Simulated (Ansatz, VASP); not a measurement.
# KCl in VASP and in Ansatz

```
K Cl
1.0
     0.00000    3.06142    3.15610
     3.06142    0.00000    3.15610
     3.06142    3.06142    0.00000
K Cl
1 1
Direct
  0.00000 0.00000 0.00000
  0.50000 0.50000 0.50000
```

Change from the starting cell: equal xx and yy strain of -3 %, crystal datasets.

Alike in both runs: task electric field gradients; functional LDA; k mesh 7 × 7 × 7; occupations fermi-dirac, width 0.03 eV; no spin polarisation.

|  | VASP | Ansatz |
| --- | --- | --- |
| version | VASP 6.6.1 | Ansatz 0.2.0 |
| potentials or method | VASP PAW LDA potentials, release 64 (K_sv, Cl), cutoff 520 eV | all-electron PAW with datasets made for the crystal, scalar-relativistic |

|  | VASP | Ansatz | Ansatz less VASP |
| --- | --- | --- | --- |
| gap on the k mesh at the Fermi level (eV) | 4.91 | 4.91 | -0.003 |
| pressure (GPa) | -1.0 | -1.1 | -0.06 |
| largest component of the traceless stress (GPa) | 0.77 | 0.74 | -0.022 |
| Vzz of the field gradient on the site that differs most (V/Å²) | 6.2 | 6.0 | -0.18 |

Ansatz ran all-electron here, so the differences hold the error of VASP's frozen core and of both bases.
